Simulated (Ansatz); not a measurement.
This log comes from Ansatz, run on a 2-atom cell of GaAs started from a crystallographic database. The geometry is the r2SCAN minimum.

Structure:
```cif
data_structure
_symmetry_space_group_name_H-M 'P 1'
_symmetry_Int_Tables_number 1
_cell_length_a 4.0066
_cell_length_b 4.0066
_cell_length_c 4.0066
_cell_angle_alpha 60.000
_cell_angle_beta 60.000
_cell_angle_gamma 60.000
_cell_volume 45.48
loop_
_atom_site_label
_atom_site_type_symbol
_atom_site_fract_x
_atom_site_fract_y
_atom_site_fract_z
_atom_site_occupancy
Ga1 Ga 0.00000 0.00000 0.00000 1
As1 As 0.25000 0.25000 0.25000 1
```

The output, standing remarks left out:
```
Pseudopotential: Ga, paw, valence charge 13, recommended cutoff 420 eV
Pseudopotential: As, paw, valence charge 15, recommended cutoff 420 eV
Crystal: 2 atoms, lattice volume = 45.479 Å³
Basis set: ecut = 420 eV, 893 PW (Γ)
Bands: 18, of which v1, the nominal top of the filled ones, is band 14 counted from 1 (13 counted from 0)
Symmetry: 24 space group operations
Space group: F-43m (ITA 216)
k-points: 16 of 216 (time reversal used)
preconditioner: auto → none  [insulator: Δε(μ)=0.458 eV  ℏωp=23.4 eV]
SCF converged after 6 iterations
Free energy (F): -8639.819655 eV
Fermi energy:    8.101806 eV
--- G₀W₀: ω_p = 29.1362 eV, 216 q-points, 249 empty bands' worth ---
    ik  band        ε_KS         Σx   Σc(E_QP)       V_xc       Z   E_QP_lin       E_QP  E_QP is
     0    13      8.1018   -16.8182     0.9395   -15.2798  0.7892     7.5012     7.5030  root
     0    14      8.1018   -16.8182     0.9395   -15.2798  0.7892     7.5012     7.5030  root
     0    15      8.5658   -11.9863    -3.7744   -15.9675  0.7956     8.7728     8.7725  root
     0    16     11.8337    -7.8019    -4.3885   -12.1535  0.7936    11.7968    11.7968  root
     1    13      7.7253   -16.4845     1.0279   -14.8388  0.7883     7.1055     7.1075  root
     1    14      7.7253   -16.4845     1.0279   -14.8388  0.7883     7.1055     7.1075  root
     1    15      9.7064   -10.4036    -3.8719   -14.3467  0.7952     9.7777     9.7777  root
     1    16     12.3763    -7.9617    -4.5390   -12.4847  0.7909    12.3603    12.3603  root
     2    13      7.1839   -16.2803     1.2364   -14.3912  0.7863     6.5288     6.5312  root
     2    14      7.1839   -16.2803     1.2364   -14.3912  0.7863     6.5288     6.5312  root
     2    15      9.2983    -9.7459    -3.8392   -13.6145  0.7982     9.3278     9.3277  root
     2    16     12.7964    -7.5527    -4.6411   -12.1654  0.7906    12.7681    12.7681  root
     3    13      6.9704   -16.2413     1.3258   -14.2486  0.7854     6.3009     6.3036  root
     3    14      6.9704   -16.2413     1.3258   -14.2486  0.7854     6.3009     6.3036  root
     3    15      9.0831    -9.7961    -3.7807   -13.5940  0.7988     9.1002     9.1002  root
     3    16     12.7395    -7.2985    -4.5905   -11.8366  0.7924    12.6872    12.6871  root
     4    13      7.1001   -16.0177     1.2076   -14.1579  0.7866     6.4455     6.4480  root
     4    14      7.1001   -16.0177     1.2076   -14.1579  0.7866     6.4455     6.4480  root
     4    15     10.6065    -9.0935    -4.0700   -13.1613  0.7940    10.6042    10.6042  root
     4    16     11.1938    -9.3919    -4.1572   -13.5343  0.7950    11.1790    11.1790  root
     6    13      5.4871   -15.5614     1.6845   -13.1761  0.7799     4.7829     4.7863  root
     6    14      6.4779   -15.9495     1.4844   -13.7702  0.7835     5.7798     5.7829  root
     6    15     10.4148    -9.1823    -4.0263   -13.1846  0.7962    10.3908    10.3908  root
     6    16     12.5585    -7.6069    -4.6057   -12.1695  0.7914    12.5155    12.5155  root
     9    13      5.8968   -15.7180     1.7062   -13.2836  0.7807     5.1649     5.1686  root
     9    14      5.8968   -15.7180     1.7062   -13.2836  0.7807     5.1649     5.1686  root
     9    15      9.6858    -7.6035    -3.8078   -11.2391  0.8028     9.5137     9.5134  root
     9    16     10.7448    -7.6875    -4.1595   -11.7360  0.7987    10.6339    10.6338  root
    12    13      5.4480   -15.6357     1.8895   -12.9929  0.7780     4.6905     4.6947  root
    12    14      5.4480   -15.6357     1.8895   -12.9929  0.7780     4.6905     4.6947  root
    12    15      9.5807    -6.8407    -3.8198   -10.4136  0.8061     9.3341     9.3338  root
    12    16      9.7651    -8.1666    -3.8487   -11.8876  0.8005     9.6375     9.6373  root
```

The points are ik 0 = (0, 0, 0) (Γ), ik 1 = (0, 0, 1/6), ik 2 = (0, 0, 1/3), ik 3 = (0, 0, -1/2), ik 4 = (0, 1/6, 1/6), ik 6 = (0, 1/6, -1/2), ik 9 = (0, 1/3, 1/3), ik 12 = (0, -1/2, -1/2); band 14 is the last filled one.

Q: What input produced it? Give the YAML.

A:
```yaml
crystal:
  # lattice and atoms as above
kpoints:
  mp_grid: { grid: [6, 6, 6] }
hamiltonian:
  xc: pbe
scf:
  occupations: { method: fixed }
gw:
  n_empty_bands: 249
  ecut_chi: 180
  qp_bands: [v2, c2]
  qp_kpoints: band_edges
  screening: { model: godby_needs }
```
There is no exchange loop, so no exact exchange. The quasiparticle table needs the gw block. Close relatives of this functional can't be ruled out from these lines alone. Not every key shows in the log; this is the file that was used.

Wall time 47 s on 1 × NVIDIA H100 80GB HBM3 with 2 threads of AMD EPYC 7R13 Processor (Zen 3), on a shared host, load about 1.6 per core; peak host memory 2.2 GiB.

Calculated for a static, non-magnetic cell.

The runs are scalar-relativistic, without spin-orbit coupling.

For so narrow a gap this mesh doesn't settle the screening, and the bands and cutoff are finite.
